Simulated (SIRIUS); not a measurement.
CoO:

```
Co O
1.0
     2.85630    0.00000    0.00000
    -1.42815    2.47363    0.00000
     0.00000    0.00000    2.78761
Co O
1 1
Direct
  0.00000 0.00000 0.00000
  0.66667 0.33333 0.50000
```

Measurements of this composition are mostly on another form, of space group No. 225.

Base run:

| Property | Result |
| --- | --- |
| Program | SIRIUS 7.12.0 |
| Functional | PBE |
| Potentials or basis | all-electron FP-LAPW |
| Cutoff | 276 eV |
| Basis | apw+lo standard |
| k mesh | 11 × 11 × 10 |
| Occupations | fermi-dirac, width 0.01 eV |
| Spin | collinear spin, ferromagnetic start |
| Starting moments | [2.0, 0.0] μB |

Its results: band gap on the k mesh none (metal or under the smearing width); net moment 3.00 μB per cell; site moments Co +2.59; O +0.39 μB.

Q: The run is repeated on the same cell with these changes: occupations from fermi-dirac, width 0.01 eV to fermi-dirac, width 0.3 eV. What comes out?

A: Band gap on the k mesh none (metal or under the smearing width); net moment 2.80 μB per cell; site moments Co +2.45; O +0.33 μB.

Caveats: a cell with one magnetic atom can't hold antiferromagnetic order, which such compounds often take; semilocal functionals often make such compounds metallic where correlation or magnetic order opens a gap, which also shifts bond lengths.

Not every run made on this cell is shown here.
